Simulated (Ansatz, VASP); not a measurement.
**Ga: VASP beside Ansatz**

```
Ga
1.0
     3.86719   -2.35725    0.00000
     3.86719    2.35725    0.00000
     0.00000    0.00000    4.54732
Ga
4
Direct
  0.66555 0.00969 0.25000
  0.00969 0.66555 0.75000
  0.33445 0.99031 0.75000
  0.99031 0.33445 0.25000
```

Change from the starting cell: volume scaled by 1.04.

Alike in both runs: task single point; functional PBEsol; k mesh 7 × 7 × 6; occupations fermi-dirac, width 0.05 eV; no spin polarisation.

```csv
,VASP,Ansatz
version,VASP 6.6.1,Ansatz 0.2.0
potentials or method,"VASP PAW PBE potentials, release 64 (Ga_d), cutoff 520 eV","all-electron LAPW, scalar-relativistic"
```

VASP gave:

| Item | Value |
| --- | --- |
| gap on the k mesh at the Fermi level (eV) | none |
| pressure (GPa) | -2.2 |
| largest component of the traceless stress (GPa) | 0.32 |
| rms of the force components (eV/Å) | 0.014 |

Task: Which values does Ansatz return?

Result: gap on the k mesh at the Fermi level (eV): none; pressure (GPa): -2.1; largest component of the traceless stress (GPa): 0.32; rms of the force components (eV/Å): 0.016.

Atom by atom the forces differ by 0.002 eV/Å (rms over components). A gap of «none» marks a metal or a gap that the smearing closes. Ansatz ran all-electron here, so the differences hold the error of VASP's frozen core and of both bases.

Caveats: the PAW data sets were made with another functional, which shifts forces and pressure a little (VASP).
